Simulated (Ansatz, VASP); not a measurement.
## Ru: VASP beside Ansatz

```
CELL_PARAMETERS angstrom
2.48989 0.00000 0.00000
0.00000 2.48989 0.00000
0.00000 0.00000 2.48989
ATOMIC_POSITIONS crystal
Ru 0.00000 0.00000 0.00000
```

Alike in both runs: functional r2SCAN; k mesh 8 × 8 × 8; occupations gaussian, width 0.1 eV; no spin polarisation.

Ansatz relaxed the structure, and its values are those at the end. VASP's run is a single point on that final structure, the one shown.

```csv
,VASP,Ansatz
version,VASP 6.6.1,Ansatz 0.2.0
potentials or method,"VASP PAW PBE potentials, release 64 (Ru_pv)","scalar-relativistic, plane waves, PAW"
plane-wave cutoff (eV),520,500
valence electrons in the cell,14,16
```

```tsv
	VASP	Ansatz	Ansatz less VASP
gap on the k mesh at the Fermi level (eV)	none	none	-
pressure (GPa)	1.3	0.1	-1.22
```

A gap of «none» marks a metal or a gap that the smearing closes. The two sets of potentials don't hold the same shells in valence.

Caveats: the PAW data sets were made with another functional, which shifts forces and pressure a little (VASP).
